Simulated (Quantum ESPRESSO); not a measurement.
Crystal: PbSe (Clausthalite).

```
CELL_PARAMETERS angstrom
0.00000 3.06065 3.06065
3.06065 0.00000 3.06065
3.06065 3.06065 0.00000
ATOMIC_POSITIONS crystal
Pb 0.00000 0.00000 0.00000
Se 0.50000 0.50000 0.50000
```

Base run:

```yaml
Program: Quantum ESPRESSO 7.5
Functional: HLE16
Potentials_or_basis: SG15 PBE 1.2
Cutoff: 952 eV
Density_cutoff: 3810 eV
k_mesh: 8 × 8 × 8
Occupations: fermi-dirac, width 0.05 eV
Spin: no spin polarisation
```

Its results: band gap on the k mesh 1.28 eV, direct; pressure -3.3 GPa.

Task: After a change of settings the same cell gave: band gap on the k mesh 0.14 eV, direct; pressure -0.2 GPa. Which change was it?
A. functional from HLE16 to rev-vdW-DF2
B. functional from HLE16 to r2SCAN; k mesh from 8 × 8 × 8 to 6 × 6 × 6
C. functional from HLE16 to LDA
D. functional from HLE16 to PBEsol

Result: D.

Caveats: the potentials were made for another functional, which shifts forces and pressure; spin-orbit coupling is left out, which as a rule narrows the gap of such compounds by several tenths of an eV; the potentials were made for a functional far from this one (some runs).

Runs at the PBE level aren't shown here.
